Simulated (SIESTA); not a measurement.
Runs of SIESTA 5.4.2 on MnS. Symmetry: Fm-3m, No. 225, cubic system. Conventional cell: a = 5.209 Å, b = 5.209 Å, c = 5.209 Å, α = 90.00°, β = 90.00°, γ = 90.00°. Around Mn (site symmetry m-3m) lie 6 S at 2.60 Å. S (site symmetry m-3m) has 6 Mn at 2.60 Å as nearest neighbours. 

```csv
level,potentials or basis,energy shift,gap on the mesh (eV),pressure (GPa),moment (μB)
PBE,"PseudoDojo 0.4 standard (PBE files), DZP (energy shift 0.003 Ry; two zetas on semicore shells)",0.003 Ry,none,-1.4,(b)
PBE,"PseudoDojo 0.4 standard (PBE files), DZP (energy shift 0.002 Ry)",0.002 Ry,none,-1.4,4.78
vdW-DF-cx,"PseudoDojo 0.4 standard (PBE files), DZP (energy shift 0.003 Ry; two zetas on semicore shells)",0.003 Ry,none,-5.1,4.72
LDA,"PseudoDojo 0.4 standard (LDA files), DZP (energy shift 0.003 Ry; two zetas on semicore shells)",0.003 Ry,none,(c),4.63
PBE,"PseudoDojo 0.4 standard (PBE files), DZ (energy shift 0.002 Ry)",0.002 Ry,none,(a),4.91
```

Alike in all rows: task band structure; spin collinear, ferromagnetic start; cell as given; k mesh 9 × 9 × 9; smearing fermi-dirac 0.05 eV; grid cutoff 800 Ry.

Question: Estimate the missing entries.

Answer: (a) 2.1; (b) 4.79; (c) -10.5.

Caveats: the basis of atomic orbitals isn't converged, which shifts pressures, moduli and gaps; a cell with one magnetic atom can't hold antiferromagnetic order, which such compounds often take; semilocal functionals often make such compounds metallic where correlation or magnetic order opens a gap, which also shifts bond lengths; short orbitals over semicore shells can move pressures by several GPa (some runs); semicore shells carry a single zeta, which can move pressures by several GPa and volumes by a few percent (some runs); the potentials were made for another functional, which shifts forces and pressure (some runs); the basis has no polarisation orbitals (some runs).

A k mesh can miss the band edges.

A gap of «none» marks a metal or a gap under the smearing width.

Not every run made on this cell is shown here.
